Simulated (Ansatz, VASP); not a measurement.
# Zn27S26 (V_S): VASP beside Ansatz

Aim: how closely do two programs agree when they are given the same cell, functional and k mesh? The cell is taken from a series of runs on this material, whose earlier steps may have relaxed, scaled, displaced or heated it; both programs get it as it stands.

Program: Ansatz 0.2.0. Level of theory: plane waves, with VASP 6.6.1 beside it; single point at r2SCAN. Results are calculated unless marked as measured.

### 1. The starting structure

The cell holds 53 atoms: 27 Zn and 26 S. Cell: a = 11.092 Å, b = 11.092 Å, c = 11.092 Å, α = 60.0°, β = 60.0°, γ = 60.0°. It derives from ZnS (ZnS (F-43m)). Nearest the centre at fractional (0.250, 0.583, 0.583): Zn9 at 1.63 Å, Zn15 at 1.77 Å, Zn17 at 1.77 Å, Zn18 at 1.89 Å, S49 at 3.49 Å, S30 at 3.51 Å, S33 at 3.53 Å, S40 at 3.53 Å.

As a file:

```cif
data_structure
_symmetry_space_group_name_H-M 'P 1'
_symmetry_Int_Tables_number 1
_cell_length_a 11.0916
_cell_length_b 11.0916
_cell_length_c 11.0916
_cell_angle_alpha 60.000
_cell_angle_beta 60.000
_cell_angle_gamma 60.000
_cell_volume 964.86
loop_
_atom_site_label
_atom_site_type_symbol
_atom_site_fract_x
_atom_site_fract_y
_atom_site_fract_z
_atom_site_occupancy
Zn1 Zn 0.00002 0.99986 0.99861 1
Zn2 Zn 0.00515 0.99530 0.33333 1
Zn3 Zn 0.99753 0.00668 0.66261 1
Zn4 Zn 0.00501 0.33481 0.99385 1
Zn5 Zn 0.99775 0.33391 0.33262 1
Zn6 Zn 0.00049 0.34177 0.66154 1
Zn7 Zn 0.99743 0.66384 0.00572 1
Zn8 Zn 0.00044 0.66296 0.34073 1
Zn9 Zn 0.07222 0.65480 0.65351 1
Zn10 Zn 0.32995 0.00387 0.00281 1
Zn11 Zn 0.32959 0.99459 0.33369 1
Zn12 Zn 0.33474 0.00028 0.66567 1
Zn13 Zn 0.32949 0.33512 0.99345 1
Zn14 Zn 0.32951 0.33113 0.33002 1
Zn15 Zn 0.32034 0.38945 0.62481 1
Zn16 Zn 0.33456 0.66690 0.99977 1
Zn17 Zn 0.32023 0.62560 0.38918 1
Zn18 Zn 0.29452 0.66520 0.66429 1
Zn19 Zn 0.66656 0.00046 0.99915 1
Zn20 Zn 0.66660 0.99979 0.33183 1
Zn21 Zn 0.66944 0.00058 0.66413 1
Zn22 Zn 0.66660 0.33301 0.99855 1
Zn23 Zn 0.66939 0.33268 0.33129 1
Zn24 Zn 0.65913 0.34119 0.66308 1
Zn25 Zn 0.66924 0.66557 0.99949 1
Zn26 Zn 0.65908 0.66448 0.33997 1
Zn27 Zn 0.67286 0.66278 0.66163 1
S28 S 0.24869 0.24626 0.24511 1
S29 S 0.25113 0.25144 0.58064 1
S30 S 0.25554 0.25971 0.89305 1
S31 S 0.25115 0.58170 0.25081 1
S32 S 0.24818 0.58517 0.91782 1
S33 S 0.25568 0.89390 0.25858 1
S34 S 0.24829 0.91867 0.58380 1
S35 S 0.25078 0.91795 0.91683 1
S36 S 0.58228 0.25038 0.24914 1
S37 S 0.57616 0.25459 0.58247 1
S38 S 0.58176 0.25124 0.91524 1
S39 S 0.57599 0.58381 0.25359 1
S40 S 0.56073 0.59158 0.59038 1
S41 S 0.58574 0.58375 0.91417 1
S42 S 0.58182 0.91653 0.24994 1
S43 S 0.58582 0.91523 0.58250 1
S44 S 0.58264 0.91755 0.91623 1
S45 S 0.92093 0.24725 0.24587 1
S46 S 0.91082 0.25814 0.58346 1
S47 S 0.91735 0.25071 0.91436 1
S48 S 0.91081 0.58473 0.25714 1
S49 S 0.92748 0.59140 0.59047 1
S50 S 0.92262 0.58529 0.90909 1
S51 S 0.91735 0.91571 0.24944 1
S52 S 0.92273 0.91015 0.58389 1
S53 S 0.91698 0.91650 0.91536 1
```

### 2. Ansatz: single point, r2SCAN

Ansatz runs on its PAW soft_1 files.

With cell and atoms fixed, the geometry can't cause a difference; cores, projectors, grids and the points listed under the comparison can.

Contents of input.yaml:

```yaml
crystal:
  checkpoint: "../qm1_M1.relax.run"
  host: checkpoint
basis:
  ecutwfc: 500
  xc_grid: 2
hamiltonian:
  xc: r2scan
  pseudopotentials: { kind: paw, azcp: { folder: soft_1 } }
kpoints:
  mp_grid: { grid: [2, 2, 2], shift: [0.5, 0.5, 0.5] }
scf:
  occupations: { method: fermi_dirac, width: 0.01 }
  max_iter: 80
output:
  forces: true
  eigenvalues: true
  charged_corrections: { defect_position: [0.25, 0.583333, 0.583333] }
checkpoint:
  read: "../qm1_M1.relax.run"
  write: "../qm1_M1.point_neutral.run"
  compress: false
  write_wavefunctions: false
  write_every: 100000
```

The run is started by

```
> ansatz run input.yaml --threads 4 --pin off --max-ram 15073MiB --backend cpu --events-out ev --progress --plain --runs-dir out
```

Numbers of over 12 decimals in the logs are rounded to 6 here.

The program printed:

```text
Warning: checkpoint.read: spin treatment differs: saved collinear, current unpolarized; the saved charge density seeds this run and the saved magnetisation is not carried: this deck is unpolarised; the saved density holds an absolute magnetisation of 1.1e0 μB; saved orbitals and DFT+U occupations are not carried; the saved kinetic-energy density and PAW projector densities are carried summed over spin
checkpoint.read: the saved state was converged at a total charge of -1 e, and this run's is 0 e: a saved density that it takes is scaled to its electron count
crystal.checkpoint: the structure is that of <dir>, a `relax` run, at its step 15: its result, under r2scan at a charge of -1 e; 53 atoms read, 0 with a starting moment; this deck's charge is 0 e; crystal.structure_sha256 for this input is
Engine: ansatz 0.2.0, aarch64-unknown-linux-gnu
Pseudopotentials: kind: paw
Pseudopotential: Zn, paw, valence charge 12, recommended cutoff 500 eV (meta_gga), soft_1/Zn.paw.azcp
Pseudopotential: S, paw, valence charge 6, recommended cutoff 500 eV (meta_gga), soft_1/S.paw.azcp
Functional definition: r2SCAN
  parameter k0 = 0.174
  parameter k1 = 0.065
  parameter a1 = 4.9479
  exchange = r2scan_x(k0 = k0, k1 = k1, a1 = a1)
  correlation = r2scan_c
Crystal: 53 atoms, lattice volume = 964.858 Å³
Basis set: ecut = 500 eV, 24357 PW (Γ), exchange–correlation on 162×162×162 points (8 copies of the dense FFT grid, shifted against one another)
Bands: 293, of which v1, the nominal top of the filled ones, is band 240 counted from 1 (239 counted from 0)
Symmetry: 1 space group operations
Space group: P1 (ITA 1), of the structure as read, at distance tolerance 9.9e-5 Å
k-points: 4 of 8 (time reversal used)
Non-local potential: Zn, projectors of the file, l = 0: 2, l = 1: 2, l = 2: 3, l = 3: 1
Non-local potential: S, projectors of the file, l = 0: 2, l = 1: 2, l = 2: 1
PAW form: soft (Blöchl's): semilocal exchange-correlation on the pseudo side does not see the compensation charge
PAW frozen core: Zn, regenerated for the run's functional (the file was generated under x = pbe(κ = 0.804, μ = 0.219515), c = pbe(β = 0.066725))
PAW frozen core: S, regenerated for the run's functional (the file was generated under x = pbe(κ = 0.804, μ = 0.219515), c = pbe(β = 0.066725))
PAW one-centre angular grid: Zn, 590 points (default); XC on 160 Gauss nodes
PAW one-centre angular grid: S, 302 points (default); XC on 160 Gauss nodes
Initial density: read from a saved state, or passed on in memory by an earlier SCF of this step, an earlier step, the calling program or the single point that the run made first
Initial wavefunctions: pseudopotential atomic-orbital guess
Functional: x = r2scan, c = r2scan; τ floored in thin density (d = 2e-4 eV/Å³)
iter 1 solved again at ethr=3.13e-4 eV; its pass at ethr=3.10e-3 eV (dr2=1.50e0 eV) is discarded
SCF iter   1: F=—  HF=-113391.969504 eV  |F-HF|=—  |Δ(HF+E_count)|=         —  Δρ=1.15e-2  dr2=1.52e0  dr2_τ=8.76e-3  ethr=3.13e-4  ⟨swp⟩=11.0  Hψ=9024  notcnv=0  defer=12
preconditioner: auto → Resta (q_TF=auto, 2.429 Å⁻¹)  ε∞=6.0  [insulator: Δε(μ)=1.950 eV  Ē_g=11.658 eV  σ=0.010 eV  W_gap=1.00  n_scr=258 (ndim 8)  ℏωp=26.2 eV  f_vac=0.013  D(μ)=0.00/eV (n_scr^D=0)  ε∞_Penn≈6.0]
SCF iter   2: F=—  HF=-113391.606196 eV  |F-HF|=—  |Δ(HF+E_count)|=   3.63e-1  Δρ=2.91e-3  dr2=2.88e-1  dr2_τ=2.56e-3  ethr=3.13e-4  ⟨swp⟩=3.0  Hψ=2231  notcnv=0  defer=195
SCF iter   3: F=—  HF=-113391.554053 eV  |F-HF|=—  |Δ(HF+E_count)|=   5.21e-2  Δρ=2.24e-3  dr2=1.20e-1  dr2_τ=6.57e-4  ethr=6.00e-5  ⟨swp⟩=3.0  Hψ=1867  notcnv=0  defer=135
automatic band count: iteration 3 solves 278 bands in place of 293: the levels show a gap, and the empty bands left out lie too high to hold charge; the band table lists the bands solved (type scf.n_extra_bands for more)
SCF iter   4: F=—  HF=-113391.539446 eV  |F-HF|=—  |Δ(HF+E_count)|=   1.46e-2  Δρ=1.58e-3  dr2=2.03e-2  dr2_τ=9.78e-5  ethr=2.50e-5  ⟨swp⟩=3.2  Hψ=1868  notcnv=0  defer=135
SCF iter   5: F=—  HF=-113391.538720 eV  |F-HF|=—  |Δ(HF+E_count)|=   7.26e-4  Δρ=5.08e-4  dr2=1.34e-3  dr2_τ=2.13e-5  ethr=4.24e-6  ⟨swp⟩=3.0  Hψ=2169  notcnv=0  defer=135
SCF iter   6: F=—  HF=-113391.538891 eV  |F-HF|=—  |Δ(HF+E_count)|=   1.71e-4  Δρ=2.67e-4  dr2=3.88e-4  dr2_τ=4.40e-6  ethr=2.78e-7  ⟨swp⟩=2.5  Hψ=1937  notcnv=0  defer=135
SCF iter   7: F=—  HF=-113391.538832 eV  |F-HF|=—  |Δ(HF+E_count)|=   5.88e-5  Δρ=9.19e-5  dr2=8.14e-5  dr2_τ=1.43e-6  ethr=8.08e-8  ⟨swp⟩=2.0  Hψ=1845  notcnv=0  defer=135
SCF iter   8: F=—  HF=-113391.539263 eV  |F-HF|=—  |Δ(HF+E_count)|=   4.31e-4  Δρ=1.86e-5  dr2=6.94e-6  dr2_τ=1.59e-7  ethr=1.70e-8  ⟨swp⟩=3.0  Hψ=1832  notcnv=0  defer=135
SCF iter   9: F=—  HF=-113391.539264 eV  |F-HF|=—  |Δ(HF+E_count)|=   1.29e-6  Δρ=1.47e-5  dr2=1.38e-6  dr2_τ=1.93e-8  ethr=1.45e-9  ⟨swp⟩=2.0  Hψ=1937  notcnv=0  defer=135
[...]
k-point 1: bands = [... 236 lower, 5.9875, 6.1354, 6.2828, 6.3811, 8.2776, 9.0535, 9.5283, 10.3949, ... 34 higher]
  k-point 2: bands = [... 236 lower, 5.9870, 6.1360, 6.2827, 6.3807, 8.2759, 9.0537, 9.5308, 10.3945, ... 34 higher]
  k-point 3: bands = [... 236 lower, 5.9616, 6.1360, 6.2747, 6.3896, 8.0178, 9.2791, 9.6291, 10.2655, ... 34 higher]
```

### 3. VASP: single point, r2SCAN

The same cell, functional, mesh and smearing now go to VASP, with its own data sets.

Lines of VASP's logs that name or quote its potential files are left out, and so is its time.

Contents of INCAR:

```
SYSTEM = Zn27S26
PREC = Accurate
ENCUT = 440
EDIFF = 1E-06
NELM = 120
ISMEAR = -1
SIGMA = 0.01
LREAL = Auto
ALGO = Normal
METAGGA = R2SCAN
LASPH = .TRUE.
NBANDS = 280
LORBIT = 11
LWAVE = .FALSE.
LCHARG = .FALSE.
ISIF = 2
ISYM = 0
GGA_COMPAT = .FALSE.
EFERMI = MIDGAP
LMIXTAU = .TRUE.
KPAR = 4
```

Contents of POSCAR:

```
Zn27S26
1.0
    0.0000000000      7.8429191667      7.8429191667
    7.8429191667      0.0000000000      7.8429191667
    7.8429191667      7.8429191667      0.0000000000
Zn S
27 26
Direct
    0.0000154337      0.9998628735      0.9986142462
    0.0051453911      0.9952954898      0.3333308122
    0.9975306458      0.0066750606      0.6626076863
    0.0050125375      0.3348100861      0.9938527076
    0.9977533178      0.3339130102      0.3326152144
    0.0004931181      0.3417680088      0.6615439231
    0.9974320482      0.6638369384      0.0057246312
    0.0004408561      0.6629551377      0.3407339894
    0.0722188807      0.6547971319      0.6535127158
    0.3299489444      0.0038719158      0.0028137427
    0.3295941892      0.9945895861      0.3336890190
    0.3347352203      0.0002764911      0.6656670741
    0.3294939685      0.3351167402      0.9934514113
    0.3295087058      0.3311263204      0.3300227720
    0.3203355476      0.3894535990      0.6248115264
    0.3345633010      0.6668988428      0.9997656898
    0.3202292697      0.6255950198      0.3891824213
    0.2945161520      0.6652019173      0.6642856781
    0.6665623513      0.0004600412      0.9991530879
    0.6665992297      0.9997869986      0.3318275273
    0.6694361331      0.0005790224      0.6641298515
    0.6666033079      0.3330103442      0.9985469775
    0.6693869711      0.3326791180      0.3312931563
    0.6591272814      0.3411867510      0.6630802676
    0.6692430326      0.6655743732      0.9994903550
    0.6590831278      0.6644782253      0.3399670256
    0.6728613723      0.6627759987      0.6616262273
    0.2486915148      0.2462609256      0.2451111735
    0.2511335375      0.2514422678      0.5806368766
    0.2555408608      0.2597060037      0.8930478525
    0.2511538477      0.5816955402      0.2508051109
    0.2481776883      0.5851698021      0.9178218318
    0.2556808049      0.8938987471      0.2585803756
    0.2482913822      0.9186731435      0.5837991057
    0.2507819525      0.9179533390      0.9168305481
    0.5822754882      0.2503829539      0.2491402124
    0.5761629982      0.2545906243      0.5824681536
    0.5817588608      0.2512365370      0.9152409821
    0.5759856225      0.5838080233      0.2535934794
    0.5607255606      0.5915815025      0.5903817577
    0.5857404303      0.5837526885      0.9141683543
    0.5818233436      0.9165281968      0.2499373716
    0.5858154078      0.9152289659      0.5824994479
    0.5826378517      0.9175483993      0.9162322359
    0.9209328887      0.2472472947      0.2458694850
    0.9108216927      0.2581391881      0.5834559873
    0.9173539899      0.2507142572      0.9143577079
    0.9108054278      0.5847306443      0.2571401268
    0.9274799882      0.5914029626      0.5904680448
    0.9226195195      0.5852907661      0.9090869491
    0.9173524622      0.9157074019      0.2494423054
    0.9227326056      0.9101537601      0.5838882035
    0.9169775780      0.9164986567      0.9153580611
```

Contents of KPOINTS:

```
Points of the shifted mesh
8
Reciprocal
 0.2500000000  0.2500000000  0.2500000000 1
 0.2500000000  0.2500000000  0.7500000000 1
 0.2500000000  0.7500000000  0.2500000000 1
 0.2500000000  0.7500000000  0.7500000000 1
 0.7500000000  0.2500000000  0.2500000000 1
 0.7500000000  0.2500000000  0.7500000000 1
 0.7500000000  0.7500000000  0.2500000000 1
 0.7500000000  0.7500000000  0.7500000000 1
```

Potentials, in the order of the species: Zn and S (PBE family, release 64).

The run is started by

```
> mpirun -np 8 vasp_std
```

The program printed:

```text
[banner, memory and clock lines left out]
running    8 mpi-ranks, on    1 nodes
[...]
|                                                                             |
|           W    W    AA    RRRRR   N    N  II  N    N   GGGG   !!!           |
|           W    W   A  A   R    R  NN   N  II  NN   N  G    G  !!!           |
|           W    W  A    A  R    R  N N  N  II  N N  N  G       !!!           |
|           W WW W  AAAAAA  RRRRR   N  N N  II  N  N N  G  GGG   !            |
|           WW  WW  A    A  R   R   N   NN  II  N   NN  G    G                |
|           W    W  A    A  R    R  N    N  II  N    N   GGGG   !!!           |
|                                                                             |
|     For optimal performance we recommend to set                             |
|       NCORE = 2 up to number-of-cores-per-socket                            |
|     NCORE specifies how many cores store one orbital (NPAR=cpu/NCORE).      |
|     This setting can greatly improve the performance of VASP for DFT.       |
[...]
|               ----> ADVICE to this user running VASP <----                  |
|                                                                             |
|     You enforced a specific xc type in the INCAR file but a different       |
|     [... a line on the potential file left out ...]
|     I HOPE YOU KNOW WHAT YOU ARE DOING!                                     |
|                                                                             |

 LDA part: xc-table for (None), standard interpolation
 POSCAR, INCAR and KPOINTS ok, starting setup
[...]
entering main loop
       N       E                     dE             d eps       ncg     rms          rms(c)
DAV:   1     0.447229831985E+04    0.44723E+04   -0.19193E+05  4480   0.196E+03
DAV:   2     0.413167929934E+03   -0.40591E+04   -0.39350E+04  4480   0.517E+02
DAV:   3    -0.487046544067E+03   -0.90021E+03   -0.85343E+03  4720   0.205E+02
DAV:   4    -0.574356500376E+03   -0.87310E+02   -0.86297E+02  5040   0.655E+01
[...]
DAV:  27    -0.495483166080E+03   -0.12572E-04   -0.15682E-04  5488   0.149E-01    0.182E-01
DAV:  28    -0.495483148290E+03    0.17791E-04   -0.50283E-05  6208   0.568E-02    0.161E-01
DAV:  29    -0.495483149165E+03   -0.87520E-06   -0.97975E-06  4128   0.908E-03
   1 F= -.49548315E+03 E0= -.49548315E+03  d E =0.000000E+00
```

Parts of OUTCAR (step 3):

```text
  Total       32.9016967     32.2542927     32.2644272      1.0261065      0.6812662      1.0767473
  in kB       54.6343355     53.5593001     53.5761287      1.7038831      1.1312646      1.7879739
  external PRESSURE =      53.9232547 kB  Pullay stress =       0.0000000 kB

 POSITION                                       TOTAL-FORCE (eV/Angst)
 -----------------------------------------------------------------------------------
     15.67389      7.83217      7.84196         0.085827      0.018802     -0.004020
     10.42031      2.65464      7.84638        -0.028034     -0.087739      0.045907
      5.24913     13.02033      7.87590         0.210550     -0.032988     -0.003933
     10.42059      7.83402      2.66520        -0.024313      0.045993     -0.081062
      5.22753     10.43397     10.44415         0.012923      0.005198      0.020167
      7.86889      5.19230      2.68433         0.116736     -0.023253     -0.139585
      5.25132      7.86768     13.02920         0.212038     -0.005092     -0.030253
      7.87185      2.67581      5.20296         0.114596     -0.129636     -0.036226
     10.26097      5.69185      5.70193        -0.032831     -0.781800     -0.801104
      0.05244      2.60983      2.61813        -0.065394      0.054368      0.056045
     10.41758      5.20208     10.38547        -0.106212     -0.025611      0.144720
      5.22294      7.84607      2.62747         0.050808      0.395197      0.053730
     10.41985     10.37575      5.21249        -0.103590      0.145705     -0.026470
      5.18534      5.17265      5.18131        -0.223482      0.023807      0.015372
[...]
-----------------------------------------------------------------------------------
    total drift:                               -0.143380     -0.029581     -0.007285

  FREE ENERGIE OF THE ION-ELECTRON SYSTEM (eV)
  ---------------------------------------------------
  free  energy   TOTEN  =      -495.4831491649 eV

  energy  without entropy=     -495.4831491649  energy(sigma->0) =     -495.48314916

[... 2 further parts left out ...]
```

The run ends at a pressure of 5.39 GPa, with forces up to 1.1 eV/Å.

### 4. Comparison

Known differences besides the potentials themselves: VASP keeps PBE cores, Ansatz makes them for the functional; the cutoff is 500 eV in Ansatz and 440 eV in VASP (PREC = Accurate, projectors in real space). Total energies have different zeros and are not compared.

Compared:

```tsv
quantity	Ansatz	VASP	difference
gap on the k mesh (eV)	1.482	1.472	+0.010
```

Forces on 10 of the 53 atoms, those with the largest forces and the largest differences (eV/Å; atoms numbered as in POSCAR):

```tsv
atom	Ansatz x, y, z	VASP x, y, z
Zn8	0.101, -0.135, -0.011	0.115, -0.130, -0.036
Zn9	-0.030, -0.778, -0.787	-0.033, -0.782, -0.801
Zn12	0.049, 0.366, 0.052	0.051, 0.395, 0.054
Zn15	0.139, 0.769, -0.534	0.123, 0.766, -0.539
Zn17	0.138, -0.534, 0.771	0.126, -0.543, 0.770
Zn18	-0.148, 0.642, 0.639	-0.130, 0.642, 0.652
Zn23	-0.122, 0.051, 0.050	-0.136, 0.030, 0.035
S29	0.263, -0.132, 0.381	0.267, -0.132, 0.384
S32	-0.328, -0.488, -0.073	-0.327, -0.489, -0.072
S34	-0.319, -0.076, -0.487	-0.317, -0.074, -0.488
```

The forces differ by 8.6 meV/Å r.m.s., which is 4.2 % of the r.m.s. force of 0.204 eV/Å (both taken over all components). A gap on the mesh is an upper bound, since the band edges may lie between its points. VASP's last cycles still show a density residual of 2e-02, so its state may not be settled.

### 5. What came out

| Quantity | Value |
| --- | --- |
| r.m.s. force difference (single point, r2SCAN) | 4.2 % of the r.m.s. force |

The r.m.s. force difference is 4.2 % of the r.m.s. force (single point, r2SCAN), beyond the 3 % picked in this series as the mark of a large difference. Such differences can come from data sets, numerical settings and the points named under the comparisons, not from the functional's error against experiment.

[Lines on the potential files, build, host, timing and source positions are cut from VASP's logs without a mark.]

[Logs are printed without paths, hosts, clocks, repeated set-up lines and the standing remarks that a program may print on its own settings, such as how far it seeks lower states.]

[Hosts, paths, dates, database ids (printed as entryN), source tags and the programs' standing remarks are cut or masked in the printed files.]
